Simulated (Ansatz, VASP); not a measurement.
# Two plane-wave programs on CdF2

```
CELL_PARAMETERS angstrom
0.00000 2.67578 2.67578
2.67578 0.00000 2.67578
2.67578 2.67578 0.00000
ATOMIC_POSITIONS crystal
Cd 0.00000 0.00000 0.00000
F 0.25000 0.25000 0.25000
F 0.75000 0.75000 0.75000
```

Alike in both runs: functional PBE; k mesh 8 × 8 × 8; occupations gaussian, width 0.02 eV; no spin polarisation.

Ansatz relaxed the structure, and its values are those at the end. VASP's run is a single point on that final structure, the one shown.

|  | VASP | Ansatz |
| --- | --- | --- |
| version | VASP 6.6.1 | Ansatz 0.2.0 |
| potentials or method | VASP PAW PBE potentials, release 64 (Cd, F) | scalar-relativistic, plane waves, PAW |
| plane-wave cutoff (eV) | 520 | 420 |
| valence electrons in the cell | 26 | 34 |

|  | VASP | Ansatz | Ansatz less VASP |
| --- | --- | --- | --- |
| gap on the k mesh at the Fermi level (eV) | 3.14 | 3.17 | +0.034 |
| least direct gap on the mesh (eV) | 3.61 | 3.65 | +0.032 |
| pressure (GPa) | 8.8 | 8.0 | -0.85 |

The functional is the same, so the differences come from potentials, cutoffs and numerics. The two sets of potentials don't hold the same shells in valence.

A k mesh can miss the band edges.
